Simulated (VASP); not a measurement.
# CdTe (F-43m) in VASP: notebook

The runs below take CdTe through relaxation of cell and atoms, with PBE.

Program: VASP 6.6.1. These are calculated values, not measurements. Logs are shortened: lines on timing, memory, paths and dates and some standing lists are left out, and cuts for length are marked.

### 1 The crystal as given

The structure is cubic, space group F-43m (No. 216). Conventional cell: a = 6.410 Å, b = 6.410 Å, c = 6.410 Å, α = 90.00°, β = 90.00°, γ = 90.00°. Cd (site symmetry -43m) is surrounded by 4 Te at 2.78 Å. Te (site symmetry -43m) has 4 Cd at 2.78 Å as nearest neighbours.

### 2 Relaxation of cell and atoms, PBE

INCAR

```
SYSTEM = CdTe
PREC = Accurate
ENCUT = 520
EDIFF = 1E-7
ISMEAR = 0
SIGMA = 0.02
LREAL = .False.
LASPH = .True.
NELM = 60
ALGO = Normal
ISIF = 3
LWAVE = .False.
LCHARG = .False.
GGA = PE
IBRION = 2
NSW = 80
EDIFFG = -0.002
KPAR = 4
```

KPOINTS

```
regular mesh
0
Gamma
  8 8 8
  0 0 0
```

POSCAR

```
CdTe
1.0
    0.0000000000      3.2050000000      3.2050000000
    3.2050000000      0.0000000000      3.2050000000
    3.2050000000      3.2050000000      0.0000000000
Cd Te
1 1
Direct
    0.0000000000      0.0000000000      0.0000000000
    0.2500000000      0.2500000000      0.2500000000
```

Potentials or basis: VASP PAW PBE potentials, release 64 (Cd, Te).

On the command line:

```bash
cat potpaw_PBE.64/Cd/POTCAR potpaw_PBE.64/Te/POTCAR > POTCAR
mpirun -np 4 vasp_std > vasp.out
```

OUTCAR:

```text
SYSTEM = CdTe
   PREC = Accurate
   ENCUT = 520
   EDIFF = 1E-7
   ISMEAR = 0
   LREAL = .False.
   LASPH = .True.
   NELM = 60
   ISIF = 3
   GGA = PE
   IBRION = 2
   NSW = 80
   EDIFFG = -0.002

 ion  position               nearest neighbor table
   1  0.000  0.000  0.000-   2 2.78   2 2.78   2 2.78   2 2.78
   2  0.250  0.250  0.250-   1 2.78   1 2.78   1 2.78   1 2.78

  LATTYP: Found a face centered cubic cell.
 ALAT       =     6.4100000000

  Lattice vectors:

 A1 = (   0.0000000000,   3.2050000000,   3.2050000000)
 A2 = (   3.2050000000,   0.0000000000,   3.2050000000)
 A3 = (   3.2050000000,   3.2050000000,   0.0000000000)

Analysis of symmetry for initial positions (statically):
=====================================================================
 Subroutine PRICEL returns:
 Original cell was already a primitive cell.

 Routine SETGRP: Setting up the symmetry group for a
 face centered cubic supercell.

 Subroutine GETGRP returns: Found 24 space group operations
 (whereof 24 operations were pure point group operations)
 out of a pool of 48 trial point group operations.

The static configuration has the point symmetry T_d .

Analysis of symmetry for dynamics (positions and initial velocities):
=====================================================================
 Subroutine PRICEL returns:
 Original cell was already a primitive cell.

 Routine SETGRP: Setting up the symmetry group for a
 face centered cubic supercell.

 Subroutine GETGRP returns: Found 24 space group operations
 (whereof 24 operations were pure point group operations)
 out of a pool of 48 trial point group operations.

The dynamic configuration has the point symmetry T_d .

 Subroutine INISYM returns: Found 24 space group operations
 (whereof 24 operations are pure point group operations),
 and found     1 'primitive' translations

----------------------------------------------------------------------------------------

                                     Primitive cell

  volume of cell :      65.8437

  direct lattice vectors                    reciprocal lattice vectors
     0.000000000  3.205000000  3.205000000    -0.156006240  0.156006240  0.156006240
     3.205000000  0.000000000  3.205000000     0.156006240 -0.156006240  0.156006240
     3.205000000  3.205000000  0.000000000     0.156006240  0.156006240 -0.156006240

  length of vectors
     4.532554467  4.532554467  4.532554467     0.270210734  0.270210734  0.270210734

  position of ions in fractional coordinates (direct lattice)
     0.000000000  0.000000000  0.000000000
     0.250000000  0.250000000  0.250000000

  ion indices of the primitive-cell ions
   primitive index   ion index
                 1           1
                 2           2

----------------------------------------------------------------------------------------

 KPOINTS: regular mesh

Automatic generation of k-mesh.
 Grid dimensions read from file:
 generate k-points for:    8    8    8

 Generating k-lattice:

  Cartesian coordinates                     Fractional coordinates (reciprocal lattice)
    -0.019500780  0.019500780  0.019500780     0.125000000  0.000000000  0.000000000
     0.019500780 -0.019500780  0.019500780     0.000000000  0.125000000  0.000000000
     0.019500780  0.019500780 -0.019500780     0.000000000  0.000000000  0.125000000

  Length of vectors
     0.033776342  0.033776342  0.033776342

  Shift w.r.t. Gamma in fractional coordinates (k-lattice)
     0.000000000  0.000000000  0.000000000

 Subroutine IBZKPT returns following result:
 ===========================================

 Found     29 irreducible k-points:

 Following reciprocal coordinates:
            Coordinates               Weight
  0.000000  0.000000  0.000000      1.000000
  0.125000  0.000000  0.000000      8.000000
  0.250000  0.000000  0.000000      8.000000
  0.375000  0.000000  0.000000      8.000000
  0.500000  0.000000  0.000000      4.000000
  0.125000  0.125000  0.000000      6.000000
[... 16 lines left out ...]
  0.500000  0.250000  0.125000     48.000000
 -0.375000  0.250000  0.125000     24.000000
 [... further k-points ...]
   k-points           NKPTS =     29   k-points in BZ     NKDIM =     29   number of bands    NBANDS=     13
   number of dos      NEDOS =    301   number of ions     NIONS =      2
   total plane-waves  NPLWV =  46656
   dimension x,y,z NGX =    36 NGY =   36 NGZ =   36
   dimension x,y,z NGXF=    72 NGYF=   72 NGZF=   72
   ions per type =               1   1
   NGX,Y,Z   is equivalent  to a cutoff of  13.20, 13.20, 13.20 a.u.
   NGXF,Y,Z  is equivalent  to a cutoff of  26.41, 26.41, 26.41 a.u.
 SYSTEM =  CdTe
   PREC   = accura    normal or accurate (medium, high low for compatibility)
   ISTART =      0    job   : 0-new  1-cont  2-samecut
   ICHARG =      2    charge: 1-file 2-atom 10-const
   ISPIN  =      1    spin polarized calculation?
   LNONCOLLINEAR =      F non collinear calculations
   LSORBIT =      F    spin-orbit coupling
   LASPH  =      T    aspherical Exc in radial PAW
   ENCUT  =  520.0 eV  38.22 Ry    6.18 a.u.   8.43  8.43  8.43*2*pi/ulx,y,z
   NELM   =     60;   NELMIN=  2; NELMDL= -5     # of ELM steps
   EDIFF  = 0.1E-06   stopping-criterion for ELM
   LREAL  =      F    real-space projection
   EDIFFG = -.2E-02   stopping-criterion for IOM
   NSW    =     80    number of steps for IOM
   IBRION =      2    ionic relax: 0-MD 1-quasi-New 2-CG
   NFREE  =      1    steps in history (QN), initial steepest desc. (CG)
   ISIF   =      3    stress and relaxation
   ISYM   =      2    0-nonsym 1-usesym 2-fastsym
   POTIM  = 0.5000    time-step for ionic-motion
   TEBEG  =    0.0;   TEEND  =   0.0 temperature during run
   PSTRESS=    0.0 pullay stress
   NELECT =      18.0000    total number of electrons
   NUPDOWN=      -1.0000    fix difference up-down
   EMIN   =  10.00;   EMAX   =-10.00  energy-range for DOS
   EFERMI =   0.00;   METHOD = LEGACY
   ISMEAR =     0;   SIGMA  =   0.02  broadening in eV -4-tet -1-fermi 0-gaus
   EFERMI_NEDOS =   21; number of points for ismear=-14 and -15
   IALGO  =     38    algorithm
   IMIX   =      4    mixing-type and parameters
     AMIX     =   0.40;   BMIX     =  1.00
     AMIX_MAG =   1.60;   BMIX_MAG =  1.00
  volume/ion in A,a.u.               =      32.92       222.17
  Fermi-wavevector in a.u.,A,eV,Ry     =   1.062497  2.007828 15.359610  1.128899
  Thomas-Fermi vector in A             =   2.197950
   LORBIT       =      0    0 simple, 1 ext, 2 COOP (PROOUT), +10 PAW based schemes
   GGA     = PE    functional components
   LHFCALC =     F    Hartree Fock is set to
   AEXX    =    0.0000 exact exchange contribution
   IVDW    =     0    specifies the selected vdW correction
   LEPSILON=     F    determine dielectric tensor
   LRPA    =     F    only Hartree local field effects (RPA)
 conjugate gradient relaxation of ions
 non-spin polarized calculation
 Gauss-broadening in eV      SIGMA  =   0.02
  energy-cutoff  :      520.00
  volume of cell :       65.84
 maximum number of plane-waves:      1807
 NGX is ok and might be reduce to    36
   NGX = 17   NGY = 17   NGZ = 17

--------------------------------------- Ionic step        1  -------------------------------------------

 number of electron      17.9999995 magnetization

 Free energy of the ion-electron system (eV)
  ---------------------------------------------------
  ext. energy  EPLUGINS =         0.00000000
  ---------------------------------------------------
  free energy    TOTEN  =        -4.72671762 eV

  energy without entropy =       -4.72671762  energy(sigma->0) =       -4.72671762

------------------------ aborting loop because EDIFF is reached ----------------------------------------

  FORCE on cell =-STRESS in cart. coord.  units (eV):
  Direction    XX          YY          ZZ          XY          YZ          ZX
  --------------------------------------------------------------------------------------
  -------------------------------------------------------------------------------------
  Total        1.8041106      1.8041106      1.8041106      0.0000000      0.0000000      0.0000000
  in kB       43.8995059     43.8995059     43.8995059      0.0000000      0.0000000      0.0000000
  external PRESSURE =      43.8995059 kB  Pullay stress =       0.0000000 kB

 VOLUME and BASIS-vectors are now :
 -----------------------------------------------------------------------------
  energy-cutoff  :      520.00
  volume of cell :       65.84
      direct lattice vectors                 reciprocal lattice vectors
     0.000000000  3.205000000  3.205000000    -0.156006240  0.156006240  0.156006240
     3.205000000  0.000000000  3.205000000     0.156006240 -0.156006240  0.156006240
     3.205000000  3.205000000  0.000000000     0.156006240  0.156006240 -0.156006240
[... 109 lines left out ...]
 POSITION                                       TOTAL-FORCE (eV/Angst)
 -----------------------------------------------------------------------------------
      0.00000      3.31359      3.31359         0.000000      0.000000      0.000000
      1.65679      1.65679      1.65679         0.000000     -0.000000     -0.000000
 -----------------------------------------------------------------------------------
    total drift:                               -0.000000     -0.000000     -0.000001

  FREE ENERGIE OF THE ION-ELECTRON SYSTEM (eV)
  ---------------------------------------------------
  free  energy   TOTEN  =        -4.8118555024 eV

  energy  without entropy=       -4.8118555024  energy(sigma->0) =       -4.81185550

--------------------------------------- Ionic step        5  -------------------------------------------

 number of electron      18.0000006 magnetization

 Free energy of the ion-electron system (eV)
  ---------------------------------------------------
  ext. energy  EPLUGINS =         0.00000000
  ---------------------------------------------------
  free energy    TOTEN  =        -4.81187219 eV

  energy without entropy =       -4.81187219  energy(sigma->0) =       -4.81187219

 E-fermi :   1.9210     XC(G=0):  -8.2976

 val. band max:        1.7762795722   @ k =   0.0000   0.0000   0.0000
 cond. band min:       2.3514398826   @ k =   0.0000   0.0000   0.0000
 fundamental gap:      0.5751603104
 Fermi energy:         1.9210008051

 k-point     1 :       0.0000    0.0000    0.0000
  band No.  band energies     occupation
      1      -9.0446      2.00000
      2      -6.3067      2.00000
      3      -6.3067      2.00000
      4      -6.3067      2.00000
      5      -6.0916      2.00000
      6      -6.0916      2.00000
      7       1.7763      2.00000
      8       1.7763      2.00000
      9       1.7763      2.00000
     10       2.3514      0.00000
     11       6.4164      0.00000
     12       6.4164      0.00000
     13       6.4164      0.00000

 k-point     2 :       0.1250    0.0000    0.0000
  band No.  band energies     occupation
      1      -8.9947      2.00000
      2      -6.2976      2.00000
      3      -6.2976      2.00000
      4      -6.2643      2.00000
      5      -6.0922      2.00000
      6      -6.0922      2.00000
      7       0.5938      2.00000
      8       1.6569      2.00000
      9       1.6569      2.00000
     10       3.2507      0.00000
     11       6.3696      0.00000
[... 339 lines left out ...]
 k-point    24 :      -0.3750    0.2500    0.1250
  band No.  band energies     occupation
      1      -8.6560      2.00000
      2      -6.2333      2.00000
      3      -6.2236      2.00000
      4      -6.1034      2.00000
      5      -6.0865      2.00000
      6      -5.7094      2.00000
      7      -2.1347      2.00000
      8      -0.0735      2.00000
      9       0.6605      2.00000
     10       4.8638      0.00000
     11       6.4377      0.00000
     12       7.6544      0.00000
     13       8.7892      0.00000

 [... further k-points ...]
[... 5 lines left out ...]
  --------------------------------------------------------------------------------------
  -------------------------------------------------------------------------------------
  Total        0.0020159      0.0020159      0.0020159     -0.0000000      0.0000000     -0.0000000
  in kB        0.0444550      0.0444550      0.0444550     -0.0000000      0.0000000     -0.0000000
  external PRESSURE =       0.0444550 kB  Pullay stress =       0.0000000 kB

 VOLUME and BASIS-vectors are now :
 -----------------------------------------------------------------------------
  energy-cutoff  :      520.00
  volume of cell :       72.66
      direct lattice vectors                 reciprocal lattice vectors
     0.000000000  3.311912138  3.311912138    -0.150970189  0.150970189  0.150970189
     3.311912138  0.000000000  3.311912138     0.150970189 -0.150970189  0.150970189
     3.311912138  3.311912138  0.000000000     0.150970189  0.150970189 -0.150970189

 POSITION                                       TOTAL-FORCE (eV/Angst)
 -----------------------------------------------------------------------------------
      3.31191      0.00000      3.31191         0.000000      0.000000      0.000000
      1.65596      1.65596      1.65596        -0.000000     -0.000000     -0.000000
 -----------------------------------------------------------------------------------
    total drift:                               -0.000000     -0.000000     -0.000001

  FREE ENERGIE OF THE ION-ELECTRON SYSTEM (eV)
  ---------------------------------------------------
  free  energy   TOTEN  =        -4.8118721885 eV

  energy  without entropy=       -4.8118721885  energy(sigma->0) =       -4.81187219

 reached required accuracy - stopping structural energy minimisation
```

It took 41 s on 4 MPI ranks of Intel Xeon Platinum 8259CL at 2.50GHz (Skylake/Cascade Lake), shared host; peak memory 0.22 GiB.

Results:

```
Free energy                            : -4.8119 eV
Relaxed volume                         : 36.33 Å³/atom
Relaxed cell                           : a = 4.684 Å, b = 4.684 Å, c = 4.684 Å, α = 60.00°, β = 60.00°, γ = 60.00°
Space group after relaxing (to 0.05 Å) : F-43m (No. 216)
Energy gained by relaxing              : 42.6 meV/atom
Ionic steps                            : 5
Pressure after relaxing                : 0.0 GPa
Band gap on the k mesh                 : 0.58 eV, direct
```

Step by step:
| step | energy change (eV) | largest force (eV/Å) | pressure (GPa) | volume (Å³) |
| --- | --- | --- | --- | --- |
| 1 | 0.0000 | 0.0000 | 4.39 | 65.84 |
| 2 | -0.0784 | 0.0000 | -0.97 | 74.82 |
| 3 | -0.0852 | 0.0000 | 0.02 | 72.63 |
| 4 | -0.0851 | 0.0000 | -0.05 | 72.77 |
| 5 | -0.0852 | 0.0000 | 0.00 | 72.66 |

Final structure:
```
CELL_PARAMETERS angstrom
0.00000 3.31191 3.31191
3.31191 0.00000 3.31191
3.31191 3.31191 0.00000
ATOMIC_POSITIONS crystal
Cd 0.00000 0.00000 0.00000
Te 0.25000 0.25000 0.25000
```

Caveat: spin-orbit coupling is left out, which moves the levels of the heavy elements; the volume moved by +10 % from the deposited cell, more than functionals usually miss.

[end of part 1 of 2]
